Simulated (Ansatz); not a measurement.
## As under changes of volume

One of the cells (19.764 Å³/atom); the others are scaled copies at fixed shape and fractional positions:

```
As
1.0
     2.70368    0.00000    0.00000
     0.00000    2.70368    0.00000
     0.00000    0.00000    2.70368
As
1
Direct
  0.50000 0.50000 0.50000
```

This isn't the form of As at room conditions, which is rhombohedral.

| Quantity | Value |
| --- | --- |
| Program | Ansatz 0.2.0 |
| Functional | PBE0 |
| Potentials or basis | Ansatz PAW |
| Cutoff | 420 eV (not typed: the program's choice for these potentials) |
| k mesh | 6 × 6 × 6 |
| Occupations | fermi-dirac, width 0.05 eV |
| Spin | no spin polarisation |

```csv
volume (Å³/atom),energy over the lowest point (meV/atom),pressure (GPa)
18.578,11.97,4.8
18.973,?,?
19.368,0.00,0.2
19.764,1.76,-1.7
20.159,8.05,-3.4
20.554,15.64,-0.9
20.949,19.90,-2.6
```

Problem. What does the run at 18.973 Å³/atom give?

Solution. Energy over the lowest point 3.18 meV/atom; pressure 2.4 GPa.

Worked out: A Birch-Murnaghan fit of order 3 (a polynomial in V^(-2/3)) to the other rows has its minimum at 19.30 Å³/atom with B0 = V·E''(V) = 113 GPa (rough, since the energies scatter). It gives 1.56 meV/atom at 18.973 Å³/atom, against the run's 3.18, and -dE/dV = 2.3 GPa, against 2.4.

Energies are extrapolated to zero smearing.

Caveats: all runs use coarse meshes; the PAW data sets come from PBE, with cores solved anew for the run's functional, which leaves a small shift of forces and pressure; the thresholds are loose for stress.
